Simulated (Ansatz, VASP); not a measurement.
## One calculation of Hf, two programs

Contents of INCAR:

```
SYSTEM = Hf
PREC = Accurate
ENCUT = 520
EDIFF = 1E-8
ISMEAR = -1
SIGMA = 0.08
LREAL = .FALSE.
LASPH = .TRUE.
NELM = 150
ALGO = Normal
ISIF = 2
LWAVE = .FALSE.
LCHARG = .FALSE.
ISPIN = 2
MAGMOM = -2
LORBIT = 11
LMAXMIX = 4
GGA = PE
LEFG = .TRUE.
NBANDS = 15
```

The input KPOINTS:

```
regular mesh
0
G
  16 16 16
  0 0 0
```

File POSCAR:

```
Hf
1.0
   -1.7916129179      1.7916129179      1.8320750000
    1.7916129179     -1.7916129179      1.8320750000
    1.7916129179      1.7916129179     -1.8320750000
Hf
1
Direct
    0.0000000000      0.0000000000      0.0000000000
```

Input for Ansatz:

```yaml
crystal:
  lattice:
    - [-1.7916129179, 1.7916129179, 1.832075]
    - [1.7916129179, -1.7916129179, 1.832075]
    - [1.7916129179, 1.7916129179, -1.832075]
  atoms:
    - { symbol: Hf, position: [0.0, 0.0, 0.0], spin: -2.0 }
kpoints:
  mp_grid: { grid: [16, 16, 16] }
scf:
  occupations: { method: fermi_dirac, width: 0.08 }
hamiltonian:
  xc: pbe
  pseudopotentials: { kind: paw }
output:
  forces: true
  stress: true
  eigenvalues: true
  efg: { contact_densities: true }
magnetization:
  spin_polarized: true
```

This isn't the form of Hf at room conditions, which is hcp.

Alike in both runs: task electric field gradients; functional PBE; k mesh 16 × 16 × 16; occupations fermi-dirac, width 0.08 eV; collinear spin.

```csv
,VASP,Ansatz
version,VASP 6.6.1,Ansatz 0.2.0
potentials or method,"VASP PAW PBE potentials, release 64 (Hf_pv)","PAW with Ansatz's default frozen-core files, scalar-relativistic"
plane-wave cutoff (eV),520,420
valence electrons in the cell,10,26
```

```tsv
	VASP	Ansatz	Ansatz less VASP
gap on the k mesh at the Fermi level (eV)	none	none	-
pressure (GPa)	-5.1	-4.8	+0.36
largest component of the traceless stress (GPa)	0.67	0.65	-0.017
net moment per atom (μB)	0.00	0.00	0.000
```

A gap of «none» marks a metal or a gap that the smearing closes. The two sets of potentials don't hold the same shells in valence. Ansatz warned: «gradients_without_spin_orbit».

Spin-orbit coupling is left out, which matters for the levels of Hf.
